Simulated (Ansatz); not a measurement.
## How many bands does the GW gap of InSe (layers cut from the bulk crystal) need?

Aim: see how the G0W0 gap of InSe (layers cut from the bulk crystal) on PBE moves with empty bands and screening cutoff, and what each rung costs.

Calculated with Ansatz 0.2.0; G0W0 on PBE, plane waves, PAW.

## 1. Starting point

The cell holds 4 atoms: 2 Se and 2 In. Its edges and angles: a = 4.028 Å, b = 4.028 Å, c = 34.000 Å, α = 90.0°, β = 90.0°, γ = 120.0°. It derives from InSe. Vacuum lies along c.

Structure file:

```cif
data_structure
_symmetry_space_group_name_H-M 'P 1'
_symmetry_Int_Tables_number 1
_cell_length_a 4.0284
_cell_length_b 4.0284
_cell_length_c 34.0000
_cell_angle_alpha 90.000
_cell_angle_beta 90.000
_cell_angle_gamma 120.000
_cell_volume 477.82
loop_
_atom_site_label
_atom_site_type_symbol
_atom_site_fract_x
_atom_site_fract_y
_atom_site_fract_z
_atom_site_occupancy
Se1 Se 0.33333 0.66667 0.42083 1
In2 In 0.66667 0.33333 0.45891 1
In3 In 0.66667 0.33333 0.54109 1
Se4 Se 0.33333 0.66667 0.57917 1
```

The structure was relaxed with PBE-D3(BJ). The runs that relaxed it are not among those shown. The default PAW set here is soft_2. Its files were made with PBE. The Coulomb interaction is cut off across the vacuum.

## 2. 254 empty bands, screening to 38 eV

Now the one-shot GW correction: screening in the RPA, then the self-energy of the levels asked for.

input.yaml reads:

```yaml
crystal:
  lattice:
    - [4.0283608186, 0.0, 0.0]
    - [-2.0141804093, 3.4886628045, 0.0]
    - [0.0, 0.0, 34.0]
  atoms:
    - { symbol: Se, position: [0.3333333333, 0.6666666667, 0.4208345916] }
    - { symbol: In, position: [0.6666666667, 0.3333333333, 0.4589064024] }
    - { symbol: In, position: [0.6666666667, 0.3333333333, 0.5410935976] }
    - { symbol: Se, position: [0.3333333333, 0.6666666667, 0.5791654084] }
  periodic: [true, true, false]
kpoints:
  mp_grid: { grid: [6, 6, 1] }
hamiltonian:
  xc: pbe
scf:
  occupations: { method: fixed }
gw:
  n_empty_bands: 254
  ecut_chi: 38
  qp_bands: [v2, c2]
  qp_kpoints: band_edges
  screening: { model: contour_deformation }
```

On the command line:

```console
$ ansatz run input.yaml --threads 3 --pin off --max-ram 92160MiB --backend cuda --events-out ev --progress --plain --runs-dir out --devices 1 --max-vram 13GiB
```

Numbers of over 12 decimals in the logs are rounded to 6 here.

What it wrote:

```text
GPUs: using 1 of 1 available (devices: 1).
Engine: ansatz 0.2.0, x86_64-unknown-linux-gnu
Pseudopotentials: kind: paw
Pseudopotential: Se, paw, valence charge 16, recommended cutoff 420 eV (normal), Se.paw.azcp
Pseudopotential: In, paw, valence charge 13, recommended cutoff 420 eV (normal), In.paw.azcp
Functional definition: PBE
  parameter kappa = 0.804
  parameter beta = 0.066725
  exchange = pbe_x(kappa = kappa, mu = beta*pi^2/3)
  correlation = pbe_c(beta = beta)
device memory: the entry about to start is reckoned to put 4.3 GiB on a device that reports 39.5 GiB free (of which the cap on the GPU budget leaves the run 13.0 GiB)
GPU FFT provider: cuFFT
GPU libraries: cuBLAS 13.8.2, cuFFT 12.4.0, cuSOLVER 12.3.4
Crystal: 4 atoms, lattice volume = 477.822 Å³
Basis set: ecut = 420 eV, 9353 PW (Γ)
Bands: 35, of which v1, the nominal top of the filled ones, is band 29 counted from 1 (28 counted from 0)
Symmetry: 12 space group operations
Space group: P-6m2 (ITA 187), of the structure as read, at distance tolerance 7.8e-5 Å
k-points: 7 of 36 (time reversal used)
Non-local potential: Se, projectors of the file, l = 0: 2, l = 1: 2, l = 2: 3, l = 3: 1
Non-local potential: In, projectors of the file, l = 0: 2, l = 1: 2, l = 2: 2, l = 3: 2
PAW form: soft (Blöchl's): semilocal exchange-correlation on the pseudo side does not see the compensation charge
PAW one-centre angular grid: Se, 590 points (default); XC on 64 Gauss nodes
PAW one-centre angular grid: In, 590 points (default); XC on 64 Gauss nodes
Initial density: superposition of atomic densities (neutral atoms: chi_scale 0, normalization atom), corrected by the library's trained network
Initial wavefunctions: pseudopotential atomic-orbital guess
GPU buffer pool allocated for 174960 grid points (all kernels)
GPU transforms: local potential and band sums: pruned to the plane-wave sphere, on 27×27×225
Functional: x = pbe(κ = 0.804, μ = 0.219515), c = pbe(β = 0.066725)
SCF iter   1: F=—  HF=-22135.921318 eV  |F-HF|=—  |Δ(HF+E_count)|=         —  Δρ=1.03e-3  dr2=1.07e-2  ethr=1.77e-3  ⟨swp⟩=6.9  Hψ=996  notcnv=0  defer=28
preconditioner: auto → Resta (q_TF=auto, 1.920 Å⁻¹)  ε∞=1.6  [insulator: Δε(μ)=1.626 eV  Ē_g=13.833 eV  n_scr=62 (ndim 8)  ℏωp=10.5 eV  f_vac=0.738  ε∞_Penn≈1.6  vacuum switching on, ρ_ref=1.4e-2 e/Å³]
SCF iter   2: F=—  HF=-22135.920880 eV  |F-HF|=—  |Δ(HF+E_count)|=   4.38e-4  Δρ=4.39e-4  dr2=4.14e-3  ethr=1.84e-5  ⟨swp⟩=4.6  Hψ=603  notcnv=0  defer=28
SCF iter   3: F=—  HF=-22135.920318 eV  |F-HF|=—  |Δ(HF+E_count)|=   5.62e-4  Δρ=2.47e-4  dr2=4.32e-4  ethr=7.15e-6  ⟨swp⟩=3.6  Hψ=335  notcnv=0  defer=28
SCF iter   4: F=—  HF=-22135.920463 eV  |F-HF|=—  |Δ(HF+E_count)|=   1.46e-4  Δρ=9.17e-5  dr2=3.89e-5  ethr=7.46e-7  ⟨swp⟩=2.9  Hψ=391  notcnv=0  defer=28
SCF iter   5: F=—  HF=-22135.920499 eV  |F-HF|=—  |Δ(HF+E_count)|=   3.59e-5  Δρ=2.71e-5  dr2=3.46e-6  ethr=6.71e-8  ⟨swp⟩=3.4  Hψ=487  notcnv=0  defer=28
SCF iter   6: F=—  HF=-22135.920506 eV  |F-HF|=—  |Δ(HF+E_count)|=   6.70e-6  Δρ=6.91e-6  dr2=2.21e-7  ethr=5.97e-9  ⟨swp⟩=3.4  Hψ=522  notcnv=0  defer=28
SCF iter   7: F=-22135.920506 eV  HF=-22135.920506 eV  |F-HF|=4.40e-8  |Δ(HF+E_count)|=   3.60e-7  Δρ=1.67e-6  dr2=1.69e-8  ethr=1.72e-10  ⟨swp⟩=18.9  Hψ=1315  notcnv=0
SCF 1 converged in 7 iterations: F = -22135.920506 eV  dr2 = 1.69e-8
  greatest PAW one-centre occupation: 1.000 electrons in one spin orbital (limit 2), on the Se atom at site 0 (counted from 0), in its partial waves of l = 2
device memory: the entry about to start is reckoned to put 5.8 GiB (of the 5.8 GiB reckoned in all, the device holds 0.1 GiB already) on a device that reports 39.6 GiB free (of which the cap on the GPU budget leaves the run 12.9 GiB)
NSCF: frozen V_eff on 7 k-points
the band table was solved once the SCF had ended and its energy, with any forces and stress, was formed, with the checks that follow a solve (1369 applications of the Hamiltonian). They found nothing against the state; the energy, forces and stress were not computed again (output.eigenvalues in the input reference)
device memory: the entry about to start is reckoned to put 6.0 GiB on a device that reports 40.7 GiB free (of which the cap on the GPU budget leaves the run 13.0 GiB)
NSCF: frozen V_eff on 7 k-points
G₀W₀ screening: q 1/7
[... further progress lines ...]
SCF converged after 7 iterations
Free energy (F): -22135.920506 eV
Harris-Foulkes:  -22135.920506 eV  (|F-HF|=4.40e-8)
Internal energy: -22135.920506 eV  (E = F + TS)
E sigma→0 (E₀):  -22135.920506 eV
Fermi energy:    -5.989630 eV
--- Per-component energies (eV) ---
  E_band       = -1634.387037
  E_kinetic    = 721.829249
  E_local      = -135854.810830  (includes V_loc(G=0)·N_el)
  E_nonlocal   = -457.054187
  E_hartree    = 67259.419652
  E_xc         = -638.185318
  E_vxc        = -393.745808  (∫ρ·V_xc dr)
  E_paw        = -12132.838627  (= ΣΔE_a)
  E_vpaw       = -169.439559  (= ΣTr[D̂ρ^β])
  E_aug_tail   = -0.001149  (compensation charges beyond the density's cutoff)
  E_ewald      = 58965.720703
  E_smearing   = -0.000000  (= −TS)
  E_closure    = 0.000000  (closes the sum)
  Σ components = -22135.920506   (vs F -22135.920506, Δ=0.00e0)
--- Band table (eV; the first three rows and the last of 7) ---
  k-point 0: bands = [... 25 lower, -6.4380, -6.3643, -6.3643, -6.0581, -4.3648, -3.1480, -0.9144 (-0.9144°), -0.9144 (-0.9144°), ... 2 higher]
  k-point 1: bands = [... 25 lower, -7.3828, -6.7430, -6.6352, -5.9896, -3.4505, -2.4825, -1.5785 (-1.5785°), -0.7128 (-0.7128°), ... 2 higher]
  k-point 2: bands = [... 25 lower, -7.6797, -7.2542, -7.0964, -6.3290, -3.4725, -3.3491, -1.4467, -1.1606, ... 2 higher]
  k-point 6: bands = [... 25 lower, -8.7161, -7.7043, -7.2465, -7.0576, -3.4140, -2.8800, -1.9426, -0.9336, ... 2 higher]
  ° read free of the cell's end (the report's vacuum.weakly_bound_levels)
--- G₀W₀: contour deformation, 6 samples at zero and on the imaginary axis and 2 off it, 36 q-points, 254 empty bands' worth ---
  eigenvalues of the whole cell's RPA ε∞ on this k-mesh (on a slab, of 1 + 4πα/V) = 1.2072, 2.7717, 2.7717; static W/v taken at q = 0 is 0.539972
  gw.qp_kpoints: band_edges: 6 of 7 stored k-points solved, in 1 pass; an edge of the gap read off the rows below is read off those points alone
    valence top: of the k-points left out ik 5 came nearest to being solved in a further pass, in band 29 (counted from 1, as in the quasiparticle table): it holds the edge there only if its correction is more favourable than any solved in that band by at least 0.699 eV; those differ by 0.094 eV
    conduction bottom: of the k-points left out ik 5 came nearest to being solved in a further pass, in band 30 (counted from 1, as in the quasiparticle table): it holds the edge there only if its correction is more favourable than any solved in that band by at least 0.833 eV; those differ by 0.586 eV
    ik  band        ε_KS         Σx   Σc(E_QP)       V_xc       Z   E_QP_lin       E_QP  E_QP is
     0    28     -6.3643   -17.9149     1.9988   -15.6139  0.7427    -6.6689    -6.6665  root
     0    29     -6.0581   -15.2784     1.5547   -13.2962  0.7468    -6.4903    -6.4856  root
     0    30     -4.3648    -9.9051    -2.5573   -13.2426  0.7761    -3.5717    -3.5848  root
     0    31     -3.1480    -8.1288    -3.1911   -12.1055  0.7792    -2.3502    -2.3623  root
     1    28     -6.6352   -17.7021     2.0676   -15.2952  0.7395    -6.9778    -6.9746  root
     1    29     -5.9896   -15.5535     1.5637   -13.5818  0.7486    -6.4019    -6.3977  root
     1    30     -3.4505   -10.6466    -2.7662   -14.3401  0.7654    -2.5000    -2.5231  root
     1    31     -2.4825    -7.4130    -3.3432   -11.4969  0.7702    -1.7274    -1.7418  root
     2    28     -7.0964   -17.4281     2.2099   -14.8244  0.7330    -7.4950    -7.4902  root
     2    29     -6.3290   -15.5853     1.5954   -13.5737  0.7471    -6.7498    -6.7452  root
     2    30     -3.4725    -7.1534    -2.9944   -10.7082  0.7767    -2.9045    -2.9121  root
     2    31     -3.3491   -10.1686    -2.9726   -14.0995  0.7665    -2.3653    -2.3908  root
     3    28     -7.2985   -17.3250     2.2744   -14.6366  0.7300    -7.7179    -7.7124  root
     3    29     -6.9116   -14.9345     1.6597   -12.7843  0.7429    -7.4093    -7.4021  root
     3    30     -3.6646    -9.8286    -2.9021   -13.6456  0.7715    -2.7282    -2.7496  root
     3    31     -3.6574    -7.8328    -2.8383   -11.2148  0.7735    -3.1068    -3.1138  root
     4    28     -7.3277   -17.0662     2.2095   -14.4342  0.7292    -7.7560    -7.7502  root
     4    29     -6.1153   -15.7862     1.5944   -13.7954  0.7482    -6.5157    -6.5117  root
     4    30     -2.9336   -11.0079    -3.0386   -15.0950  0.7570    -1.8503    -1.8850  root
     4    31     -2.6511    -7.5431    -3.1487   -11.3314  0.7674    -1.9997    -2.0116  root
     6    28     -7.2465   -16.8277     2.4468   -13.9260  0.7137    -7.7110    -7.7014  root
     6    29     -7.0576   -14.8603     1.5907   -12.7865  0.7491    -7.5471    -7.5407  root
     6    30     -3.4140    -6.9279    -2.9113   -10.3020  0.7740    -2.9461    -2.9512  root
     6    31     -2.8800   -10.3925    -3.1432   -14.5777  0.7621    -1.8045    -1.8381  root
```

It took 26 s on 1 × NVIDIA H100 80GB HBM3 (shared by 6 runs) with 3 threads of AMD EPYC 7R13 (Zen 3), shared host; peak memory 1.6 GiB; 24 s of CPU time.

Numbers from this step:

* bands summed: 283
* plane waves in the screening matrix: 239
* q-points in the mesh: 36
* G0W0 gap on the mesh: 2.813 eV
* k of the valence top: 0, 0.1667, 0
* k of the conduction bottom: 0, 0, 0
* starting gap on the mesh: 1.625 eV
* Z at the valence top: 0.7486
* Z at the conduction bottom: 0.7761
* least direct G0W0 gap on the computed points: 2.901 eV

The gap on the mesh goes from 1.62 eV to 2.81 eV, a correction of +1.19 eV. Between the two edge states, bare exchange in place of the xc potential would open the gap by 5.31 eV, and correlation takes back 4.12 eV.

## 3. 635 empty bands, screening to 70 eV

Bands and screening cutoff are moved together, since each hides the error of the other.

Edit input.yaml of step 2 so:

```diff
@@ -17,5 +17,6 @@
   occupations: { method: fixed }
+  convergence: { dr2_threshold: 1.0e-10 }
 gw:
-  n_empty_bands: 254
-  ecut_chi: 38
+  n_empty_bands: 635
+  ecut_chi: 70.0
   qp_bands: [v2, c2]
```

What it wrote:

```text
GPUs: using 1 of 1 available (devices: 1).
[...]
GPU FFT provider: cuFFT
GPU libraries: cuBLAS 13.8.2, cuFFT 12.4.0, cuSOLVER 12.3.4
Crystal: 4 atoms, lattice volume = 477.822 Å³
Basis set: ecut = 420 eV, 9353 PW (Γ)
Bands: 35, of which v1, the nominal top of the filled ones, is band 29 counted from 1 (28 counted from 0)
Symmetry: 12 space group operations
[...]
k-points: 7 of 36 (time reversal used)
[...]
GPU buffer pool allocated for 174960 grid points (all kernels)
[...]
SCF iter   1: F=—  HF=-22135.921318 eV  |F-HF|=—  |Δ(HF+E_count)|=         —  Δρ=1.03e-3  dr2=1.07e-2  ethr=1.77e-3  ⟨swp⟩=6.9  Hψ=996  notcnv=0  defer=28
[...]
SCF iter   9: F=-22135.920506 eV  HF=-22135.920506 eV  |F-HF|=2.84e-10  |Δ(HF+E_count)|=   4.95e-9  Δρ=1.13e-7  dr2=4.71e-11  ethr=1.00e-12  ⟨swp⟩=19.7  Hψ=1443  notcnv=0
SCF 1 converged in 9 iterations: F = -22135.920506 eV  dr2 = 4.71e-11
[...]
NSCF: frozen V_eff on 7 k-points
[...]
G₀W₀ screening: q 1/7
[... further progress lines ...]
SCF converged after 9 iterations
Free energy (F): -22135.920506 eV
[...]
Internal energy: -22135.920506 eV  (E = F + TS)
E sigma→0 (E₀):  -22135.920506 eV
Fermi energy:    -5.989695 eV
[...]
--- Band table (eV; the first three rows and the last of 7) ---
  k-point 0: bands = [... 25 lower, -6.4380, -6.3644, -6.3644, -6.0582, -4.3649, -3.1480, -0.9145 (-0.9145°), -0.9145 (-0.9145°), ... 2 higher]
  k-point 1: bands = [... 25 lower, -7.3828, -6.7430, -6.6352, -5.9897, -3.4505, -2.4826, -1.5786 (-1.5786°), -0.7128 (-0.7128°), ... 2 higher]
  k-point 2: bands = [... 25 lower, -7.6798, -7.2543, -7.0964, -6.3291, -3.4726, -3.3491, -1.4467, -1.1607, ... 2 higher]
  k-point 6: bands = [... 25 lower, -8.7162, -7.7044, -7.2465, -7.0576, -3.4140, -2.8801, -1.9427, -0.9336, ... 2 higher]
  ° read free of the cell's end (the report's vacuum.weakly_bound_levels)
[...]
0    28     -6.3644   -17.9149     1.7009   -15.6139  0.7371    -6.9744    -6.9644  root
     0    29     -6.0582   -15.2784     1.3073   -13.2962  0.7423    -6.7457    -6.7331  root
     0    30     -4.3649    -9.9051    -2.8088   -13.2426  0.7727    -3.8310    -3.8362  root
     0    31     -3.1480    -8.1287    -3.4263   -12.1055  0.7775    -2.5921    -2.5975  root
     1    28     -6.6352   -17.7022     1.7799   -15.2952  0.7342    -7.2739    -7.2622  root
     1    29     -5.9897   -15.5535     1.2978   -13.5818  0.7441    -6.6759    -6.6636  root
     1    30     -3.4505   -10.6466    -3.0634   -14.3401  0.7616    -2.8110    -2.8203  root
     1    31     -2.4826    -7.4130    -3.5710   -11.4969  0.7690    -1.9620    -1.9697  root
[...]
6    28     -7.2465   -16.8278     2.2052   -13.9260  0.7085    -7.9636    -7.9431  root
     6    29     -7.0576   -14.8603     1.3196   -12.7865  0.7469    -7.8285    -7.8118  root
     6    30     -3.4140    -6.9279    -3.0531   -10.3020  0.7733    -3.0907    -3.0930  root
     6    31     -2.8801   -10.3925    -3.4831   -14.5777  0.7593    -2.1651    -2.1781  root
```

Elapsed: 65 s, on 1 × NVIDIA H100 80GB HBM3 (shared by 6 runs) with 3 threads; peak memory 2.5 GiB; 98 s of CPU time.

This step gave:

| Property | Result |
| --- | --- |
| bands summed | 664 |
| plane waves in the screening matrix | 641 |
| q-points in the mesh | 36 |
| G0W0 gap on the mesh | 2.827 eV |
| k of the valence top | 0, 0.1667, 0 |
| k of the conduction bottom | 0, 0, 0 |
| starting gap on the mesh | 1.625 eV |
| Z at the valence top | 0.7441 |
| Z at the conduction bottom | 0.7727 |
| least direct G0W0 gap on the computed points | 2.897 eV |

Against the run with 6×6×1 mesh, 254 empty bands, screening to 38 eV, the gap moves by +0.014 eV.

## 4. Side by side

Times are wall times on 1 × NVIDIA H100 80GB HBM3 (shared by 6 runs) with 3 threads of AMD EPYC 7R13 (Zen 3), shared host, good to a factor of about two.

| mesh | files | frequency | bands summed | cutoff (eV) | start (eV) | G0W0 (eV) | time | host memory (GiB) |
| --- | --- | --- | --- | --- | --- | --- | --- | --- |
| 6×6×1 | default PAW | contour deformation | 283 | 38 | 1.625 | 2.813 | 26 s | 1.6 |
| 6×6×1 | default PAW | contour deformation | 664 | 70 | 1.625 | 2.827 | 65 s | 2.5 |

How the two edges are built up, in eV (the quasiparticle level is the starting level plus Σx plus Σc less Vxc):

| run | edge | start | Σx | Σc | Vxc | Z | QP |
| --- | --- | --- | --- | --- | --- | --- | --- |
| 283 bands | valence top | -5.99 | -15.55 | 1.56 | -13.58 | 0.75 | -6.40 |
| 283 bands | conduction bottom | -4.36 | -9.91 | -2.56 | -13.24 | 0.78 | -3.58 |
| 664 bands | valence top | -5.99 | -15.55 | 1.30 | -13.58 | 0.74 | -6.66 |
| 664 bands | conduction bottom | -4.36 | -9.91 | -2.81 | -13.24 | 0.77 | -3.84 |

## 5. Results

| Quantity | Value |
| --- | --- |
| 283 bands, 38 eV | 2.813 eV |
| 664 bands, 70 eV | 2.827 eV |
| estimated limit in bands and cutoff | 2.84 eV |
| mesh and start | 6×6×1, PBE |

In words: A line in one over the bands through the two rungs gives 2.84 eV, +0.01 eV from the top rung; with two points alone it is an unchecked estimate. The rungs stand 0.03 eV (283 bands) and 0.01 eV (664 bands) from it. From 283 to 664 bands the gap moves by +0.01 eV while the time grows 2.5-fold. Σc changes by −0.27 eV at the valence top and −0.25 eV at the conduction bottom, so the levels themselves move more than the gap between them. The mesh in the plane is coarse for a sheet; gap and any exciton binding can still move on denser ones. The many-body steps are scalar-relativistic: spin-orbit coupling is not in them.

[Paths, hosts, dates, memory and timing lines, banners, echoed tables and standing remarks are left out of the program output.]

[Logs are printed without paths, hosts, clocks, repeated set-up lines and the standing remarks that a program may print on its own settings, such as how far it seeks lower states.]

[Runs of the session that timed out or met a known fault of the program may be left out.]

[Cells called generated may have been cut or substituted from an entry of the Crystallography Open Database or the Materials Project.]

[Hosts, paths, dates, database ids (printed as entryN), source tags and the programs' standing remarks are cut or masked in the printed files.]
